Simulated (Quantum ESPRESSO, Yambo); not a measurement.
# InP (F-43m): G0W0 with and without spin-orbit coupling, part 2 of 2

Aim: spinor G0W0 for InP (F-43m) beside the scalar-relativistic result.

Quantum ESPRESSO 7.5 and Yambo 5.3.0; PBE and many-body steps on it, plane waves. Known limits of the many-body steps: not at the basis limit; exchange with frozen shells missing; no spin-orbit coupling in some runs; coarse k mesh.

So far. Step 4 (Scalar-relativistic): The gap on the mesh goes from 0.71 eV to 1.05 eV, a correction of +0.34 eV. Step 5 (Empty states on the mesh, 4×4×4 mesh, 280 bands): On this mesh the gap is 0.682 eV.

The database entry behind the starting cell differs from later determinations by our own check (0.1 to 0.3 % short, probably kX units), so it need not match the best structure at ambient conditions.

**6. Conversion and set-up**

This step: Yambo 5.3.0; conversion and set-up on PBE with spin-orbit coupling, plane waves, norm-conserving pseudopotentials.

On the command line:

```
(cd o/x.save; p2y > p2y.log; mv SAVE ../..); yambo > setup.log
```

Output:

```text
 Yambo, version 5.3.0

 [02] CORE Variables Setup
 =========================

  [02.01] Unit cells
  ==================

  Cell kind             :  FCC
  Atoms in the cell     :  In  P
  number of In atoms    :  1
  number of P  atoms    :  1

  List of atomic masses
  Mass of In    :  114.8200
  Mass of P     :  30.97400

  List of atomic coordinates    : [cc]
  In1       :  0.000000  0.000000  0.000000  order 1
  P1       :  2.768921  2.768921  2.768921  order 2

  Alat factors          :  5.537842  5.537842  5.537842 [a.u.]
  Direct lattice volume :  339.6658 [a.u.]
[...]
==========================================

 IBZ Q-points                                      :   8
 BZ  Q-points                                      :   64

 K/Q-points units:
 rlu = crystal or reduced units; cc = cartesian coordinates; iku = interal k-units

 Q [1]          [rlu]:  0.000000  0.000000  0.000000
 Q [2]          [rlu]:  0.54193E-16  0.26437E-16  0.25000
 Q [3]          [rlu]: -0.10839E-15 -0.52875E-16 -0.50000
[...]
Q [7]          [rlu]: -0.17475E-18 -0.50000     -0.50000
 Q [8]          [rlu]:  0.250000 -0.500000 -0.250000

  [03.01] X indexes
  =================

   [03.01.01] Sigma indexes
   ========================

 [06] Game Over & Game summary
```

Wall time 3 s (1 MPI rank of Arm Neoverse V1, shared host); peak memory 0.24 GiB.

**7. With spin-orbit coupling**

This step: G0W0 on PBE with spin-orbit coupling, plane waves, norm-conserving pseudopotentials.

Input file gw4.in:

```
HF_and_locXC
gw0
dyson
ppa
em1d
rim_cut
RandQpts= 1000000
RandGvec= 1 RL
EXXRLvcs= 62 Ry
VXCRLvcs= 248 Ry
Chimod= "HARTREE"
% BndsRnXp
 1 | 280 |
%
NGsBlkXp= 10.5 Ry
% LongDrXp
 1 | 1 | 1 |
%
% GbndRnge
 1 | 280 |
%
DysSolver= "n"
ExtendOut
PPAPntXp= 27.21138 eV
% QPkrange
 1 | 1 | 15 | 22 |
%
```

On the command line:

```
OMP_NUM_THREADS=1 mpirun -n 4 yambo -F gw4.in -J gw4 -C gw4 > gw4.log
```

Output:

```text
 Yambo, version 5.3.0

 [02] CORE Variables Setup
 =========================

  [... cell, symmetries and grids as in the set-up ...]

  [02.05] Energies & Occupations
  ==============================

  [X] === General ===
  [X] Electronic Temperature                        :  0.000000  0.000000 [eV K]
  [X] Bosonic    Temperature                        :  0.000000  0.000000 [eV K]
  [X] Finite Temperature mode                       : no
  [X] El. density                                   :  0.35762E+24 [cm-3]
  [X] Fermi Level                                   :  7.181833 [eV]

  [X] === Gaps and Widths ===
  [X] Conduction Band Min                           :  0.682134 [eV]
  [X] Valence Band Max                              :  0.000000 [eV]
  [X] Filled Bands                                  :  18
  [X] Empty Bands                                   :   19  280
  [X] Direct Gap                                    :  0.682134 [eV]
  [X] Direct Gap localized at k                     :  1
  [X] Indirect Gap                                  :  0.682134 [eV]
  [X] Indirect Gap between kpts                     :  1  1
  [X] Last valence band width                       :  2.878789 [eV]
  [X] 1st conduction band width                     :  3.580210 [eV]

 [03] Transferred momenta grid and indexing
 ==========================================

 IBZ Q-points                                      :   8
 BZ  Q-points                                      :   64

 K/Q-points units:
 rlu = crystal or reduced units; cc = cartesian coordinates; iku = interal k-units

 Q [1]          [rlu]:  0.000000  0.000000  0.000000
 Q [2]          [rlu]:  0.54193E-16  0.26437E-16  0.25000
 Q [3]          [rlu]: -0.10839E-15 -0.52875E-16 -0.50000
[...]
[EXS] Plane waves :  2837

 QP @ state[ 1 ] K range:  1  1
 QP @ state[ 1 ] b range:  15  22

 [xc] Functional : Perdew, Burke & Ernzerhof(X)+Perdew, Burke & Ernzerhof(C)
 [xc] LIBXC used to calculate xc functional
  PP Number of Atomic Species                      :  2
  NLCC RL compoments                               :  22227
  PP Number of Atomic Species                      :  2
  NLCC RL compoments                               :  22227

 [xc] E_xc :  -9.120895 [Ha]
      E_xc :  -18.24179 [Ry]

  Local XC kind (lXC) : Perdew, Burke & Ernzerhof(X)+Perdew, Burke & Ernzerhof(C)
  Non-Local XC kind (nlXC) : Hartree-Fock

  Corrections @ K [1] :  [eV]
 <15|nlXC|15> = -14.03873 -0.23167E-17 <15|lXC|15> = -12.50886  0.000000
 <16|nlXC|16> = -14.03870  0.46411E-17 <16|lXC|16> = -12.50886  0.17702E-15
 <17|nlXC|17> = -14.03871  0.15304E-17 <17|lXC|17> = -12.50886 -0.56645E-15
[...]
<21|nlXC|21> = -6.553802 -0.16401E-17 <21|lXC|21> = -10.31240  0.94408E-16
 <22|nlXC|22> = -6.553802  0.11436E-17 <22|lXC|22> = -10.31240 -0.23602E-16

 [08] Dyson equation: Newton solver
 ==================================

  [08.01] G0W0 (W PPA)
  ====================

  [  GW  ] Bands range     :    1  280
  [GW/PPA] G damping       :  0.100000 [eV]

  QP @ state[ 1 ] K range:  1  1
  QP @ state[ 1 ] b range:  15  22

   Sc/G bands                                       :    1  280
   Sc/G damping                                     :  0.100000 ev
   Sc bands terminator                              : no
   Sx RL components                                 :  2837

   QP @ state[ 1 ] K range                          :  1  1
   QP @ state[ 1 ] b range                          :  15  22
   GF energies kind                                 : Perdew, Burke & Ernzerhof(X)+Perdew, Burke & Ernzerhof(C)
   GF WF`s kind                                     : Perdew, Burke & Ernzerhof(X)+Perdew, Burke & Ernzerhof(C)
   Xs energies kind                                 : Perdew, Burke & Ernzerhof(X)+Perdew, Burke & Ernzerhof(C)
   Xs WF`s kind                                     : Perdew, Burke & Ernzerhof(X)+Perdew, Burke & Ernzerhof(C)

 [11] Game Over & Game summary
```

Run time: 3.8 min. Hardware: 4 MPI ranks; peak memory 2.4 GiB.

Numbers from this step:

- G0W0 gap on the points computed: 1.022 eV
- starting gap on the mesh: 0.6821 eV
- k of the valence top: 0, 0, 0
- k of the conduction bottom: 0, 0, 0
- least direct G0W0 gap on the computed points: 1.022 eV
- Z at the valence top: 0.7822
- Z at the conduction bottom: 0.7939

Against G0W0 in Yambo (4×4×4 mesh, 140 bands, screening to 142.9 eV, Godby-Needs plasmon pole), the gap moves by −0.031 eV.

**8. The runs together**

Times are wall times on 4 MPI ranks of Arm Neoverse V1, shared host, good to a factor of about two.

```
                     run   mesh  bands  screening cutoff (eV)  DFT gap (eV)  gap on the mesh (eV)  direct (eV)     time
     scalar-relativistic  4×4×4    140                  142.9         0.709                 1.053        1.053     51 s
with spin-orbit coupling  4×4×4    280                  142.9         0.682                 1.022        1.022  3.8 min
```

**9. Summary of results**

- scalar-relativistic: 1.053 eV
- with spin-orbit coupling: 1.022 eV
- known limits: not at the basis limit; exchange with frozen shells missing; no spin-orbit coupling in some runs; coarse k mesh

**Reading.** With spin-orbit coupling: −0.031 eV against scalar-relativistic, −0.027 eV of it in the start. Bands and cutoff are finite, so the gap is not at the basis limit. The miss can reach some tenths of an eV and take either sign; the mesh is an error of its own. In the G0W0 runs levels were corrected at 1 k point alone, so a gap called «on the mesh» is the least over those, and an edge elsewhere would be missed. The 4×4×4 mesh is coarse for this cell, which bears on the long-range parts of exchange and screening. The norm-conserving file of at least one element keeps a d shell over frozen s and p shells of the same row. Exchange with those shells is missing from the self-energy, an error of 0.3 to 0.9 eV in cases checked, whose sign depends on which edge lies on those atoms.

[Paths, hosts, dates, memory and timing lines, banners, echoed tables and standing remarks are left out of the program output.]

[Logs are printed without paths, hosts, clocks, repeated set-up lines and the standing remarks that a program may print on its own settings, such as how far it seeks lower states.]

[Runs of the session that timed out or met a known fault of the program may be left out.]

[Hosts, paths, dates, database ids (printed as entryN), source tags and the programs' standing remarks are cut or masked in the printed files.]
